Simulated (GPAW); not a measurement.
Runs of GPAW 26.7.0 on Nb. It takes space group Im-3m (No. 229, cubic). Conventional cell: a = 3.328 Å, b = 3.328 Å, c = 3.328 Å, α = 90.00°, β = 90.00°, γ = 90.00°. Nb (site symmetry m-3m) is surrounded by 8 Nb at 2.88 Å. 

| level | potentials or basis | eigensolver | pressure (GPa) |
| --- | --- | --- | --- |
| r2SCAN | GPAW PAW data sets (gpaw-data 1.2.1), pw | - | -3.3 |
| PBEsol | PAW data sets generated in the run's folder for this functional, pw | - | -8.5 |
| BLYP | PAW data sets generated in the run's folder for this functional, pw | davidson | (a) |
| RPBE | the program's PAW data sets (release 1.2.1) made for this functional, pw | - | 0.3 |
| LDA | the program's PAW data sets (release 1.2.1) made for this functional, pw | - | (b) |

Alike in all rows: task band structure; no spin polarisation; cell as given; k mesh 11 × 11 × 11; cutoff (eV) 600; smearing fermi-dirac 0.05 eV.

**Question.** Fill in the values left out.

**Answer.** (a) 3.1; (b) -12.4.

Caveats: the PAW data sets were made with another functional, which shifts forces and pressure a little (some runs).

Runs at the PBE level aren't shown here.
